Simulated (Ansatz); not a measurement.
Runs of Ansatz 0.2.0 on Ti3Si. The structure is cubic, space group Fm-3m (No. 225). Conventional cell: a = 6.289 Å, b = 6.289 Å, c = 6.289 Å, α = 90.00°, β = 90.00°, γ = 90.00°. Ti (site symmetry m-3m) has 8 Ti at 2.72 Å as nearest neighbours. Around Ti (site symmetry -43m) lie 4 Ti at 2.72 Å and 4 Si at 2.72 Å. Si (site symmetry m-3m) is surrounded by 8 Ti at 2.72 Å. The cell comes from a database or a generator and needn't be the stable form of this composition.

```csv
task,level,cell,k mesh,target pressure (GPa),points for each segment of the path,mesh quality,gap on the mesh (eV),pressure (GPa)
relaxation of cell and atoms,PBEsol,relaxed to 10 GPa,7 × 7 × 7,10,-,not flagged,none,10.0
relaxation of cell and atoms,PBEsol,relaxed,7 × 7 × 7,0,-,not flagged,none,0.0
relaxation of cell and atoms,PBEsol,relaxed to 2 GPa,7 × 7 × 7,2,-,not flagged,none,2.0
band structure,LDA,as given,4 × 4 × 4,-,14,coarse,none,(a)
band structure,PBEsol,as given,4 × 4 × 4,-,14,coarse,none,-4.9
```

Alike in all rows: potentials or basis Ansatz PAW; no spin polarisation; cutoff (eV) 420; smearing fermi-dirac 0.05 eV.

Task: Estimate the missing entries.

Result: (a) -8.9.

Caveats: some runs use coarse meshes; the PAW data sets come from PBE, with cores solved anew for the run's functional, which leaves a small shift of forces and pressure; the plane-wave basis is chosen anew once the cell has moved, so the energies of steps on either side of that aren't comparable (some runs).

A gap of «none» marks a metal or a gap under the smearing width.
